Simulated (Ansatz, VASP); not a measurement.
**One calculation of As, two programs**

```
As
1.0
     4.56630    0.00000    0.00000
    -2.28315    3.95453    0.00000
     0.00000    0.00000    2.83376
As
2
Direct
  0.33333 0.66667 0.00000
  0.66667 0.33333 0.00000
```

Alike in both runs: functional PBE; k mesh 15 × 15 × 20; occupations gaussian, width 0.1 eV; no spin polarisation.

Ansatz relaxed the structure, and its values are those at the end. VASP's run is a single point on that final structure, the one shown.

|  | VASP | Ansatz |
| --- | --- | --- |
| version | VASP 6.6.1 | Ansatz 0.2.0 |
| potentials or method | VASP PAW PBE potentials, release 64 (As) | scalar-relativistic, plane waves, PAW |
| plane-wave cutoff (eV) | 520 | 420 |
| valence electrons in the cell | 10 | 30 |

```csv
,VASP,Ansatz,Ansatz less VASP
gap on the k mesh at the Fermi level (eV),none,none,-
pressure (GPa),0.1,0.0,-0.12
```

A gap of «none» marks a metal or a gap that the smearing closes. With one functional, cell and mesh, what is left measures potentials, basis and numerics. The two sets of potentials don't hold the same shells in valence.
